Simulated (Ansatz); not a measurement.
# MoS2: the cost of one run

Program: Ansatz 0.2.0. PAW datasets, plane waves. Computed at 0 K without zero-point motion; spin polarisation is off.

### 1 The cell

The cell was relaxed beforehand with r2SCAN+rVV10.

It is hexagonal, P6_3/mmc (No. 194); a = 3.173 Å, c = 12.436 Å in the conventional setting, 18.07 Å³ an atom. Near Mo stand 6 S at 2.40 Å; near S stand 3 Mo at 2.40 Å.

As a file:

```cif
data_structure
_symmetry_space_group_name_H-M 'P 1'
_symmetry_Int_Tables_number 1
_cell_length_a 3.1730
_cell_length_b 3.1730
_cell_length_c 12.4359
_cell_angle_alpha 90.000
_cell_angle_beta 90.000
_cell_angle_gamma 120.000
_cell_volume 108.43
loop_
_atom_site_label
_atom_site_type_symbol
_atom_site_fract_x
_atom_site_fract_y
_atom_site_fract_z
_atom_site_occupancy
Mo1 Mo 0.33333 0.66667 0.25000 1
Mo2 Mo 0.66667 0.33333 0.75000 1
S1 S 0.33333 0.66667 0.62490 1
S2 S 0.66667 0.33333 0.12490 1
S3 S 0.33333 0.66667 0.87510 1
S4 S 0.66667 0.33333 0.37510 1
```

### 2 PBE band path

Contents of input.yaml:

```yaml
crystal:
  lattice:
    - [3.1730194928, 0.0, 0.0]
    - [-1.5865097464, 2.7479154875, 0.0]
    - [0.0, 0.0, 12.4359059508]
  atoms:
    - { symbol: Mo, position: [0.3333333333, 0.6666666667, 0.25] }
    - { symbol: Mo, position: [0.6666666667, 0.3333333333, 0.75] }
    - { symbol: S, position: [0.3333333333, 0.6666666667, 0.6249005412] }
    - { symbol: S, position: [0.6666666667, 0.3333333333, 0.1249005412] }
    - { symbol: S, position: [0.3333333333, 0.6666666667, 0.8750994588] }
    - { symbol: S, position: [0.6666666667, 0.3333333333, 0.3750994588] }
kpoints:
  mp_grid: { grid: [12, 12, 2] }
  band_path:
    path:
      - [[0.0, 0.0, 0.0], [0.5, 8.637061897156e-18, 0.0], [0.3333333333333, 0.3333333333333, 0.0], [0.0, 0.0, 0.0], [0.0, 0.0, 0.5], [0.5, 8.637061897156e-18, 0.5], [0.3333333333333, 0.3333333333333, 0.5], [0.0, 0.0, 0.5]]
      - [[0.5, 8.637061897156e-18, 0.5], [0.5, 8.637061897156e-18, 0.0]]
      - [[0.3333333333333, 0.3333333333333, 0.5], [0.3333333333333, 0.3333333333333, 0.0]]
    npoints: 10
hamiltonian:
  xc: pbe
scf:
  occupations: { method: fermi_dirac, width: 0.02 }
  n_extra_bands: 5
output:
  forces: true
  stress: true
  eigenvalues: true
  write_density: true
  write_potential: true
  elf: true
  volumetric_format: npy
```

The run is started by

```bash
> ansatz run input.yaml --threads 2 --pin off --max-ram 29491MiB --backend cpu --events-out ev --progress --plain --runs-dir out
```

Q: Estimate wall time and peak memory on 2 threads of AMD EPYC 7R13 (Zen 3), shared host.

About 5.8 s, with a peak of 0.61 GiB.
